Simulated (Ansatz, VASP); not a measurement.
# Two plane-wave programs on Pb

File INCAR:

```
ALGO = Normal ; EDIFF = 1E-6
ENCUT = 520 ; GGA = RE
ISIF = 2 ; ISMEAR = -1
LASPH = T ; LCHARG = F
LREAL = F ; LWAVE = F
NBANDS = 13 ; NELM = 60
PREC = Accurate ; SIGMA = 0.1
```

Contents of KPOINTS:

```
k-points
0
Gamma
  12 12 12
```

The input POSCAR:

```
Pb
1.0
   -2.0172917322      2.0172917322      2.0172917322
    2.0172917322     -2.0172917322      2.0172917322
    2.0172917322      2.0172917322     -2.0172917322
Pb
1
Direct
    0.0000000000      0.0000000000      0.0000000000
```

Input for Ansatz:

```yaml
crystal:
  lattice:
    - [-2.0172917322, 2.0172917322, 2.0172917322]
    - [2.0172917322, -2.0172917322, 2.0172917322]
    - [2.0172917322, 2.0172917322, -2.0172917322]
  atoms:
    - { symbol: Pb, position: [0.0, 0.0, 0.0] }
hamiltonian:
  xc: revpbe
  pseudopotentials:
    kind: paw
    azcp:
      Pb: "pseudopotentials/Pb.paw.azcp"
basis:
  ecutwfc: 420
  fft_grid_basis: typed
kpoints:
  mp_grid: { grid: [12, 12, 12], shift: [0, 0, 0] }
magnetization:
  spin_polarized: false
scf:
  occupations: { method: fermi_dirac, width: 0.1 }
  lower_state_search: "off"
output:
  stress: true
  write_density: true
  write_potential: true
  elf: true
  volumetric_format: npy
```

Alike in both runs: task single point; functional revPBE; k mesh 12 × 12 × 12; occupations fermi-dirac, width 0.1 eV; no spin polarisation.

```csv
,VASP,Ansatz
version,VASP 6.6.1,Ansatz 0.2.0
potentials or method,"VASP PAW PBE potentials, release 64 (Pb_d)","plane waves (420 eV) with PAW, scalar-relativistic"
plane-wave cutoff (eV),520,420
valence electrons in the cell,14,14
```

```csv
,VASP,Ansatz,Ansatz less VASP
pressure (GPa),0.1,0.2,+0.04
```

Caveats: the PAW data sets were made with another functional, which shifts forces and pressure a little (VASP). The runs have no spin-orbit coupling, so splittings on Pb are missing.
